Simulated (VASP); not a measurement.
Runs of VASP 6.6.1 on KCl (Sylvite). Symmetry: Fm-3m, No. 225, cubic system. The conventional cell has a = 6.254 Å, b = 6.254 Å, c = 6.254 Å, α = 90.00°, β = 90.00°, γ = 90.00°. K (site symmetry m-3m) has 6 Cl at 3.13 Å as nearest neighbours. Around Cl (site symmetry m-3m) lie 6 K at 3.13 Å. 

| task | cell | gap on the mesh (eV) | pressure (GPa) |
| --- | --- | --- | --- |
| relaxation of the atoms | atoms relaxed from: a relaxed cell with its volume scaled by 1.06 | (a) | -0.9 |
| relaxation of the atoms | atoms relaxed from: a relaxed cell with its volume scaled by 0.94 | 5.29 | 1.3 |
| relaxation of the atoms | atoms relaxed from: a relaxed cell with its volume scaled by 1.02 | 5.02 | -0.4 |
| relaxation of the atoms | atoms relaxed | 5.08 | 0.0 |
| relaxation of cell and atoms | relaxed | 5.08 | 0.0 |
| relaxation of the atoms | atoms relaxed from: a relaxed cell with its volume scaled by 1.04 | (b) | -0.7 |
| relaxation of the atoms | atoms relaxed from: a relaxed cell with its volume scaled by 0.98 | 5.15 | 0.4 |
| relaxation of the atoms | atoms relaxed from: a relaxed cell with its volume scaled by 0.96 | 5.22 | 0.8 |

Alike in all rows: level PBEsol; potentials or basis VASP PAW PBE potentials, release 64 (K_sv, Cl); no spin polarisation; k mesh 8 × 8 × 8; cutoff (eV) 600; smearing gaussian 0.03 eV.

Problem. Fill in the values left out.

Solution. (a) 4.90; (b) 4.96.

Caveats: the relaxation stopped at its first step, so nothing moved; the PAW data sets were made with another functional, which shifts forces and pressure a little.

A k mesh can miss the band edges.
